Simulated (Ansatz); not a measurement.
Crystal: Pb.

```
CELL_PARAMETERS angstrom
0.00000 2.47502 2.47502
2.47502 0.00000 2.47502
2.47502 2.47502 0.00000
ATOMIC_POSITIONS crystal
Pb 0.00000 0.00000 0.00000
```

| Property | Result |
| --- | --- |
| Program | Ansatz 0.2.0 |
| Task | relaxation of cell and atoms |
| Functional | BLYP |
| Potentials or basis | all-electron LAPW, scalar-relativistic |
| Basis error allowed | 0.001 eV/atom |
| k mesh | 9 × 9 × 9 |
| Occupations | fermi-dirac, width 0.05 eV |
| Spin | no spin polarisation |

At the start: volume 30.32 Å³/atom.

Question: How do energy, volume and symmetry change on relaxing?

Answer: Over 3 steps the energy falls by 69.2 meV/atom and the volume is 34.57 Å³/atom (+14.0 %); space group Fm-3m (No. 225, to 0.05 Å).

The path:
| step | energy change (eV) | largest force (eV/Å) | volume (Å³) |
| --- | --- | --- | --- |
| 1 | 0.0000 | 0.0000 | 30.32 |
| 2 | -0.0692 | 0.0000 | 34.57 |
| 3 | -0.0692 | 0.0000 | 34.57 |

Final structure:
```yaml
crystal:
  lattice:
    - [0.00000, 2.58554, 2.58554]
    - [2.58554, 0.00000, 2.58554]
    - [2.58554, 2.58554, 0.00000]
  atoms:
    - { symbol: Pb, position: [0.00000, 0.00000, 0.00000] }
```

The cell as given is a measured one (30.32 Å³/atom); BLYP puts the equilibrium volume +14.0 % from it, thermal expansion not counted.

Caveat: the volume moved by +14 % from the deposited cell, more than functionals usually miss.
